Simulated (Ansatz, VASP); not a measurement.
# One calculation of BN, two programs

```xyz
4
Lattice="2.5539 0.0000 0.0000 -1.2770 2.2118 0.0000 0.0000 0.0000 4.2269" Properties=species:S:1:pos:R:3 pbc="T T T"
B     1.2770    0.7373    4.2257
B     0.0000    1.4745    2.1123
N     1.2770    0.7373    2.6430
N     0.0000    1.4745    0.5295
```

Measurements of this composition are mostly on another form, of space group No. 194.

Alike in both runs: task relaxation of cell and atoms; functional LDA; k mesh 9 × 9 × 6; occupations gaussian, width 0.1 eV; no spin polarisation.

|  | VASP | Ansatz |
| --- | --- | --- |
| version | VASP 6.6.1 | Ansatz 0.2.0 |
| potentials or method | VASP PAW LDA potentials, release 64 (B, N) | scalar-relativistic, plane waves, PAW |
| plane-wave cutoff (eV) | 600 | 600 |
| valence electrons in the cell | 16 | 16 |

Ansatz gave:

```
gap on the k mesh at the Fermi level, each at its own relaxed structure (eV) : 4.92
relaxed volume (Å³/atom)                                                     : 5.75
relaxed cell length with the largest relative difference (Å)                 : 2.522
energy change over the relaxation (meV/atom)                                 : -10
```

Question: What did VASP give for the same quantities?

Answer: gap on the k mesh at the Fermi level, each at its own relaxed structure (eV): 4.93; relaxed volume (Å³/atom): 5.77; relaxed cell length with the largest relative difference (Å): 2.525; energy change over the relaxation (meV/atom): -9.

Ansatz warned: «pseudo_functional_mismatch».

Caveats: an odd mesh through Γ misses points on the zone boundary, where band edges often lie.
